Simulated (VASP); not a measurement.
# Silicon: input slips in a phonon run and what they do, part 2 of 2

Some phonon runs on Silicon get a fault in the input on purpose. Which of them show, and how? The starting structure is a measured crystal structure from the Crystallography Open Database.

VASP 6.6.1.

Results so far: reference T2g 512.9 cm⁻¹.

### Step 3. Modes with finite displacements, else as the reference

Level of this step: LDA; plane waves and PAW (Si) (VASP).

Against step 2 the input has IBRION = 6, NFREE = 2, POTIM = 0.015, no LEPSILON and no LPEAD (also changed: NSW).

File INCAR:

```
SYSTEM = Si
PREC = Accurate
ENCUT = 450
EDIFF = 1E-08
NELM = 100
ISMEAR = 0
SIGMA = 0.03
LREAL = .FALSE.
ALGO = Normal
GGA = CA
NBANDS = 10
LORBIT = 11
LWAVE = .FALSE.
LCHARG = .FALSE.
KPAR = 8
IBRION = 6
NFREE = 2
POTIM = 0.015
NSW = 1
ISIF = 2
```

File POSCAR:

```
Si
1.0
    0.0000000000      2.7014214891      2.7014214891
    2.7014214891      0.0000000000      2.7014214891
    2.7014214891      2.7014214891      0.0000000000
Si
2
Direct
    0.7500000000      0.7500000000      0.7500000000
    0.5000000000      0.5000000000      0.5000000000
```

File KPOINTS:

```
Automatic mesh
0
Gamma
10 10 10
0 0 0
```

PAW data sets: Si (LDA family, release 64).

Launch:

```console
> mpirun -np 8 vasp_std
```

The program printed:

```text
[banner, memory and clock lines left out]
running    8 mpi-ranks, on    1 nodes
[...]
[... a notice as in an earlier step ...]

 LDA part: xc-table for (Slater(with rela. corr.)+CA(PZ))
 , standard interpolation
 POSCAR, INCAR and KPOINTS ok, starting setup
[...]
entering main loop
       N       E                     dE             d eps       ncg     rms          rms(c)
[... 12 cycles as in an earlier step ...]
   1 F= -.11919013E+02 E0= -.11919013E+02  d E =-.141092E-21
 Found     1 degrees of freedom:
 Finite differences POTIM= 0.01500 DOF=   1
[...]
N       E                     dE             d eps       ncg     rms          rms(c)
DAV:   1    -0.119172709367E+02    0.17425E-02   -0.51493E-02  3438   0.124E+00    0.766E-02
DAV:   2    -0.119175111523E+02   -0.24022E-03   -0.27054E-03  4142   0.359E-01    0.392E-02
DAV:   3    -0.119174880106E+02    0.23142E-04   -0.41179E-05  3998   0.431E-02    0.115E-02
DAV:   4    -0.119174860186E+02    0.19920E-05   -0.85704E-06  4122   0.165E-02    0.257E-03
[...]
DAV:   7    -0.119174857000E+02    0.23325E-08   -0.15128E-08  2600   0.684E-04
   2 F= -.11917486E+02 E0= -.11917486E+02  d E =-.262318E-11
 Finite differences progress:
  Degree of freedom:   1/  1
  Displacement:        1/  2
  Total:               1/  2
[...]
N       E                     dE             d eps       ncg     rms          rms(c)
DAV:   1    -0.119170793814E+02    0.40632E-03   -0.12972E-01  3430   0.188E+00    0.150E-01
DAV:   2    -0.119175824083E+02   -0.50303E-03   -0.63594E-03  4156   0.537E-01    0.785E-02
DAV:   3    -0.119174889984E+02    0.93410E-04   -0.17444E-04  3944   0.793E-02    0.124E-02
DAV:   4    -0.119174868740E+02    0.21244E-05   -0.22256E-05  4098   0.289E-02    0.497E-03
DAV:   5    -0.119174857518E+02    0.11222E-05   -0.26354E-06  4124   0.899E-03    0.148E-03
DAV:   6    -0.119174857122E+02    0.39554E-07   -0.60430E-07  3988   0.439E-03    0.629E-04
DAV:   7    -0.119174857002E+02    0.12011E-07   -0.48417E-08  3838   0.123E-03    0.254E-04
DAV:   8    -0.119174857003E+02   -0.13335E-09   -0.46158E-09  1944   0.435E-04
   3 F= -.11917486E+02 E0= -.11917486E+02  d E =-.260648E-11
 Finite differences progress:
  Degree of freedom:   1/  1
  Displacement:        2/  2
  Total:               2/  2
```

Elapsed: 12 s, on 8 MPI ranks of Intel Xeon 6975P-C (Granite Rapids), shared host; peak memory 1.6 GiB; 71 s of CPU time.

OUTCAR, selected parts (step 3):

```text
  Total       -0.0007332      0.0030591      0.0030591      0.0000000      0.1492648      0.0000000
  in kB       -0.0297944      0.1243079      0.1243079      0.0000000      6.0654190      0.0000000
  external PRESSURE =       0.0729405 kB  Pullay stress =       0.0000000 kB

 POSITION                                       TOTAL-FORCE (eV/Angst)
 -----------------------------------------------------------------------------------
      4.03713      4.05213      4.05213         0.203664      0.000000      0.000000
      2.70142      2.70142      2.70142        -0.203664      0.000000      0.000000
 -----------------------------------------------------------------------------------
    total drift:                                0.000007      0.000000      0.000000

  FREE ENERGIE OF THE ION-ELECTRON SYSTEM (eV)
  ---------------------------------------------------
  free  energy   TOTEN  =       -11.9174857003 eV

  energy  without entropy=      -11.9174857003  energy(sigma->0) =      -11.91748570

[... 2 parts as in an earlier step ...]

[... 1 further part left out ...]
[key lines of the parts left out:]
E-fermi :   6.1198
```

The last energy, forces and stress in OUTCAR belong to the last displaced cell, not to that of POSCAR.

With finite displacements, else as the reference the mode is T2g 512.8 cm⁻¹, -0.1 cm⁻¹ from the reference.

### Step 4. Modes with a loose electronic threshold

A slip made on purpose: a loose electronic threshold. Against step 2 the input has EDIFF = 1E-04, IBRION = 6, NFREE = 2, POTIM = 0.015, no LEPSILON and no LPEAD (also changed: NELM and NSW).

INCAR, as its differences from that of step 3:

```diff
@@ -3,4 +3,4 @@
 ENCUT = 450
-EDIFF = 1E-08
-NELM = 100
+EDIFF = 1E-04
+NELM = 60
 ISMEAR = 0
```

POSCAR is that of step 3.

KPOINTS is that of step 3.

Launch:

```console
> mpirun -np 8 vasp_std
```

The program printed:

```text
[... set-up lines as in an earlier step ...]
 entering main loop
       N       E                     dE             d eps       ncg     rms          rms(c)
[... 8 cycles as in an earlier step ...]
DAV:   9    -0.119190082218E+02    0.26169E-04   -0.21405E-04  1078   0.845E-02
   1 F= -.11919008E+02 E0= -.11919008E+02  d E =-.167103E-21
 Found     1 degrees of freedom:
 Finite differences POTIM= 0.01500 DOF=   1
[...]
N       E                     dE             d eps       ncg     rms          rms(c)
DAV:   1    -0.119172709375E+02    0.17635E-02   -0.51499E-02  3442   0.124E+00    0.817E-02
DAV:   2    -0.119175111794E+02   -0.24024E-03   -0.27068E-03  4148   0.359E-01    0.419E-02
DAV:   3    -0.119174877424E+02    0.23437E-04   -0.39571E-05  2214   0.432E-02
   2 F= -.11917488E+02 E0= -.11917488E+02  d E =-.275497E-11
 Finite differences progress:
  Degree of freedom:   1/  1
  Displacement:        1/  2
  Total:               1/  2
[...]
N       E                     dE             d eps       ncg     rms          rms(c)
DAV:   1    -0.119170706651E+02    0.44051E-03   -0.13024E-01  3436   0.188E+00    0.149E-01
DAV:   2    -0.119175812151E+02   -0.51055E-03   -0.64318E-03  4044   0.540E-01    0.779E-02
DAV:   3    -0.119174883823E+02    0.92833E-04   -0.17544E-04  3132   0.806E-02
   3 F= -.11917488E+02 E0= -.11917488E+02  d E =-.220230E-11
 Finite differences progress:
  Degree of freedom:   1/  1
  Displacement:        2/  2
  Total:               2/  2
```

The job ended after 7.6 s (8 MPI ranks; peak memory 1.6 GiB).

Parts of OUTCAR (step 4):

```text
  Total       -0.0008915      0.0029029      0.0029029      0.0000000      0.1545349      0.0000000
  in kB       -0.0362255      0.1179591      0.1179591      0.0000000      6.2795744      0.0000000
  external PRESSURE =       0.0665642 kB  Pullay stress =       0.0000000 kB

 POSITION                                       TOTAL-FORCE (eV/Angst)
 -----------------------------------------------------------------------------------
      4.03713      4.05213      4.05213         0.204459      0.000000      0.000000
      2.70142      2.70142      2.70142        -0.204459     -0.000000     -0.000000
 -----------------------------------------------------------------------------------
    total drift:                                0.009748      0.000000      0.000000

  FREE ENERGIE OF THE ION-ELECTRON SYSTEM (eV)
  ---------------------------------------------------
  free  energy   TOTEN  =       -11.9174883823 eV

  energy  without entropy=      -11.9174883823  energy(sigma->0) =      -11.91748838

[... 2 parts as in an earlier step ...]

[... 1 further part left out ...]
[key lines of the parts left out:]
E-fermi :   6.1199
```

With a loose electronic threshold the mode is T2g 513.5 cm⁻¹, +0.7 cm⁻¹ from finite displacements, else as the reference.

### Step 5. Modes with one-sided displacements

A slip made on purpose: one-sided displacements. Against step 2 the input has IBRION = 6, NFREE = 1, POTIM = 0.015, no LEPSILON and no LPEAD (also changed: NELM and NSW).

INCAR, as its differences from that of step 4:

```diff
@@ -3,3 +3,3 @@
 ENCUT = 450
-EDIFF = 1E-04
+EDIFF = 1E-08
 NELM = 60
@@ -16,3 +16,3 @@
 IBRION = 6
-NFREE = 2
+NFREE = 1
 POTIM = 0.015
```

POSCAR is that of step 4.

KPOINTS is that of step 4.

Launch:

```console
> mpirun -np 8 vasp_std
```

The program printed:

```text
[... set-up lines as in an earlier step ...]
 entering main loop
       N       E                     dE             d eps       ncg     rms          rms(c)
[... 12 cycles as in an earlier step ...]
   1 F= -.11919013E+02 E0= -.11919013E+02  d E =-.141092E-21
 Found     1 degrees of freedom:
 Finite differences POTIM= 0.01500 DOF=   1
[...]
N       E                     dE             d eps       ncg     rms          rms(c)
[... 7 cycles as in an earlier step ...]
   2 F= -.11917486E+02 E0= -.11917486E+02  d E =-.262318E-11
 Finite differences progress:
  Degree of freedom:   1/  1
  Displacement:        1/  1
  Total:               1/  1
```

Elapsed: 7.6 s, on 8 MPI ranks; peak memory 1.5 GiB.

From OUTCAR (step 5):

```text
  Total       -0.0007270      0.0030618      0.0030618      0.0000000     -0.1491081      0.0000000
  in kB       -0.0295414      0.1244158      0.1244158      0.0000000     -6.0590530      0.0000000
  external PRESSURE =       0.0730968 kB  Pullay stress =       0.0000000 kB

 POSITION                                       TOTAL-FORCE (eV/Angst)
 -----------------------------------------------------------------------------------
      4.06713      4.05213      4.05213        -0.203657      0.000000      0.000000
      2.70142      2.70142      2.70142         0.203657      0.000000      0.000000
 -----------------------------------------------------------------------------------
    total drift:                               -0.000054     -0.000000     -0.000000

  FREE ENERGIE OF THE ION-ELECTRON SYSTEM (eV)
  ---------------------------------------------------
  free  energy   TOTEN  =       -11.9174857000 eV

  energy  without entropy=      -11.9174857000  energy(sigma->0) =      -11.91748570

[... 2 parts as in an earlier step ...]

[... 1 further part left out ...]
[key lines of the parts left out:]
E-fermi :   6.1198
```

With one-sided displacements the mode is T2g 512.8 cm⁻¹, as with finite displacements, else as the reference.

### Step 6. Modes with a structure that was not relaxed

A slip made on purpose: a structure that was not relaxed. Against step 2 the input has another starting structure (also changed: NELM).

INCAR, as its differences from that of step 5:

```diff
@@ -15,6 +15,5 @@
 KPAR = 8
-IBRION = 6
-NFREE = 1
-POTIM = 0.015
-NSW = 1
+IBRION = 8
+LEPSILON = .TRUE.
+LPEAD = .TRUE.
 ISIF = 2
```

File POSCAR:

```
Si
1.0
    0.0000000000      2.7154800000      2.7154800000
    2.7154800000      0.0000000000      2.7154800000
    2.7154800000      2.7154800000      0.0000000000
Si
2
Direct
    0.7500000000      0.7500000000      0.7500000000
    0.5000000000      0.5000000000      0.5000000000
```

KPOINTS is that of step 5.

Launch:

```console
> mpirun -np 8 vasp_std
```

The program printed:

```text
[... set-up lines as in an earlier step ...]
 entering main loop
       N       E                     dE             d eps       ncg     rms          rms(c)
DAV:   1     0.602316309567E+01    0.60232E+01   -0.32128E+03   940   0.586E+02
DAV:   2    -0.116829851178E+02   -0.17706E+02   -0.17107E+02  1296   0.836E+01
DAV:   3    -0.121734931241E+02   -0.49051E+00   -0.48972E+00  1196   0.133E+01
DAV:   4    -0.121770592145E+02   -0.35661E-02   -0.35656E-02  1188   0.141E+00
[...]
DAV:  10    -0.119162225455E+02   -0.53924E-05   -0.13400E-05  1108   0.234E-02    0.292E-02
DAV:  11    -0.119162224829E+02    0.62574E-07   -0.69017E-07  1128   0.491E-03    0.239E-03
DAV:  12    -0.119162224849E+02   -0.19270E-08   -0.11317E-08  1010   0.709E-04
   1 F= -.11916222E+02 E0= -.11916222E+02  d E =-.554189E-16
 Linear response reoptimize wavefunctions to high precision
DAV:   1    -0.119162224928E+02   -0.79201E-08   -0.34567E-09  1086   0.441E-04
DAV:   2    -0.119162224928E+02   -0.14666E-10   -0.21016E-11   576   0.341E-05
 Linear response to external field (no local field effect), progress :
[...]
RMM:  10    -0.143296250899E+01   -0.10595E-05   -0.32082E-08  3065   0.592E-05    0.640E-06
 change of polarisation eV/A/(eV/A) component  3 :     0.204     0.894     2.699
 dielectric tensor                  component  3 :     0.923     4.040    13.194
 Linear response DOF=           1
 Linear response progress:
  Degree of freedom:   1/  1
       N       E                     dE             d eps       ncg     rms          rms(c)
RMM:   1    -0.198323096990E-01   -0.19832E-01    0.90834E-03  7680   0.871E-01
RMM:   2    -0.174604077768E-01    0.23719E-02    0.21984E-04  5294   0.174E-01    0.957E-02
RMM:   3    -0.175297021032E-01   -0.69294E-04    0.13728E-04  5555   0.344E-02    0.553E-02
RMM:   4    -0.176790434229E-01   -0.14934E-03    0.28297E-05  5534   0.311E-02    0.602E-03
[...]
RMM:  11    -0.176607378797E-01    0.78777E-08   -0.29478E-07  5463   0.106E-05    0.301E-07
RMM:  12    -0.176607388099E-01   -0.93024E-09   -0.29809E-07  3261   0.956E-06    0.133E-07
RMM:  13    -0.176607385716E-01    0.23830E-09   -0.29807E-07  2439   0.955E-06    0.141E-08
 first order change of Fermi-energy   0.10804E-03
 force on displaced ion       1 direction 1 : -13.174   0.000   0.000
 Born effective charge ion    1 direction 1 :  -0.001   0.000   0.000
 Born effective charges drift removed
 Linear response finished
```

Run time: 36 s. Hardware: 8 MPI ranks; peak memory 2.4 GiB; 3.8 min of CPU time.

OUTCAR, selected parts (step 6):

```text
  Total       -0.3642902     -0.3642902     -0.3642902      0.0000000      0.0000000      0.0000000
  in kB      -14.5743193    -14.5743193    -14.5743193      0.0000000      0.0000000      0.0000000
  external PRESSURE =     -14.5743193 kB  Pullay stress =       0.0000000 kB

 POSITION                                       TOTAL-FORCE (eV/Angst)
 -----------------------------------------------------------------------------------
      4.07322      4.07322      4.07322         0.000000      0.000000      0.000000
      2.71548      2.71548      2.71548        -0.000000     -0.000000     -0.000000
 -----------------------------------------------------------------------------------
    total drift:                                0.000000      0.000000     -0.000000

 MACROSCOPIC STATIC DIELECTRIC TENSOR (including local field effects in DFT)
 ------------------------------------------------------
          13.191871     0.000000     0.000000
           0.000000    13.191871    -0.000000
          -0.000000     0.000000    13.191871
 ------------------------------------------------------

 MACROSCOPIC STATIC DIELECTRIC TENSOR IONIC CONTRIBUTION
 ------------------------------------------------------
           0.000000     0.000000     0.000000
           0.000000     0.000000    -0.000000
           0.000000    -0.000000     0.000000
 ------------------------------------------------------

[... 1 part as in an earlier step ...]

[... 1 further part left out ...]
```

With a structure that was not relaxed the mode is T2g 505.1 cm⁻¹, -7.8 cm⁻¹ from the reference.

### Step 7. Modes with perturbation theory asked for with a meta-GGA

A slip made on purpose: perturbation theory asked for with a meta-GGA. Against step 2 the input has METAGGA = R2SCAN, LASPH = .TRUE. and no GGA (also changed: NELM).

INCAR, as its differences from that of step 6:

```diff
@@ -9,3 +9,2 @@
 ALGO = Normal
-GGA = CA
 NBANDS = 10
@@ -19 +18,3 @@
 ISIF = 2
+METAGGA = R2SCAN
+LASPH = .TRUE.
```

File POSCAR:

```
Si
1.0
    0.0000000000      2.7014214891      2.7014214891
    2.7014214891      0.0000000000      2.7014214891
    2.7014214891      2.7014214891      0.0000000000
Si
2
Direct
    0.7500000000      0.7500000000      0.7500000000
    0.5000000000      0.5000000000      0.5000000000
```

KPOINTS is that of step 6.

Launch:

```console
> mpirun -np 8 vasp_std
```

The program printed:

```text
[banner, memory and clock lines left out]
running    8 mpi-ranks, on    1 nodes
[...]
[... a notice as in an earlier step ...]

|                                                                             |
|               ----> ADVICE to this user running VASP <----                  |
|                                                                             |
|     You enforced a specific xc type in the INCAR file but a different       |
|     [... a line on the potential file left out ...]
|     I HOPE YOU KNOW WHAT YOU ARE DOING!                                     |
|                                                                             |

 LDA part: xc-table for (None), standard interpolation
 POSCAR, INCAR and KPOINTS ok, starting setup
[...]
entering main loop
       N       E                     dE             d eps       ncg     rms          rms(c)
DAV:   1    -0.625316649942E+02   -0.62532E+02   -0.32015E+03   940   0.599E+02
DAV:   2    -0.803740357101E+02   -0.17842E+02   -0.17296E+02  1318   0.872E+01
[...]
1 F= -.79712699E+02 E0= -.79712699E+02  d E =-.378258E-12
|                                                                             |
|     EEEEEEE  RRRRRR   RRRRRR   OOOOOOO  RRRRRR      ###     ###     ###     |
|     E        R     R  R     R  O     O  R     R     ###     ###     ###     |
|     E        R     R  R     R  O     O  R     R     ###     ###     ###     |
|     EEEEE    RRRRRR   RRRRRR   O     O  RRRRRR       #       #       #      |
|     E        R   R    R   R    O     O  R   R                               |
|     E        R    R   R    R   O     O  R    R      ###     ###     ###     |
|     EEEEEEE  R     R  R     R  OOOOOOO  R     R     ###     ###     ###     |
|                                                                             |
|     You have switched on METAGGA and linear-response routines. This         |
|     combination is currently not supported. If you have selected            |
|     LEPSILON=.TRUE., you can try using LCALCEPS=.TRUE. instead. In all      |
|     other cases, VASP will stop. SOOO sorry...                              |
|                                                                             |
|       ---->  I REFUSE TO CONTINUE WITH THIS SICK JOB ... BYE!!! <----       |
|                                                                             |

1
1
1
1
1
1
1
1
```

It took 20 s on 8 MPI ranks.

VASP stopped with this message: “You have switched on METAGGA and linear-response routines. This combination is currently not supported. If you have selected LEPSILON=.TRUE., you can try using LCALCEPS=.TRUE. instead”.

### Step 8. The runs compared

```
                                          run            ended    T2g                method  core minutes
                                    reference        converged  512.9   perturbation theory           4.4
  finite displacements, else as the reference        converged  512.8  finite displacements          1.55
                 a loose electronic threshold        converged  513.5  finite displacements          1.01
                      one-sided displacements        converged  512.8  finite displacements          1.01
             a structure that was not relaxed        converged  505.1   perturbation theory           4.8
perturbation theory asked for with a meta-GGA  stopped by VASP      -   perturbation theory          2.61
```

Modes are in cm⁻¹, degenerate ones as one, matched between runs by symmetry and order. A number in brackets counts the listed modes of one symmetry from the lowest. The symmetry labels come from an automatic analysis and can be wrong where levels nearly coincide. Core minutes are wall time times ranks of the run shown, on a shared host.

### Step 9. Outcome

```json
{
 "T2g, reference": "512.9 cm⁻¹",
 "T2g, finite displacements, else as the reference": "512.8 cm⁻¹",
 "T2g, a loose electronic threshold": "513.5 cm⁻¹",
 "T2g, one-sided displacements": "512.8 cm⁻¹",
 "T2g, a structure that was not relaxed": "505.1 cm⁻¹",
 "run with perturbation theory asked for with a meta-GGA": "stopped by VASP"
}
```

In words: VASP stopped by itself in the run with perturbation theory asked for with a meta-GGA. Finished, but with signs in the output that stand out against the reference: a structure that was not relaxed, with modes off by up to -7.8 cm⁻¹, in T2g (signs: a pressure of -1.5 GPa on the undisplaced cell). Little came of a loose electronic threshold and one-sided displacements in this material. Runs with finite displacements are held against the sound run of that kind. The dielectric constants and Born charges in the logs aren't compared here; at a small gap they can be far off, and in a run without a gap they mean nothing. Further runs on this material are not shown.

[Lines on the potential files, build, host, timing and source positions are cut from VASP's logs without a mark.]

[Logs are printed without paths, hosts, clocks, repeated set-up lines and the standing remarks that a program may print on its own settings, such as how far it seeks lower states.]

[Hosts, paths, dates, database ids (printed as entryN), source tags and the programs' standing remarks are cut or masked in the printed files.]
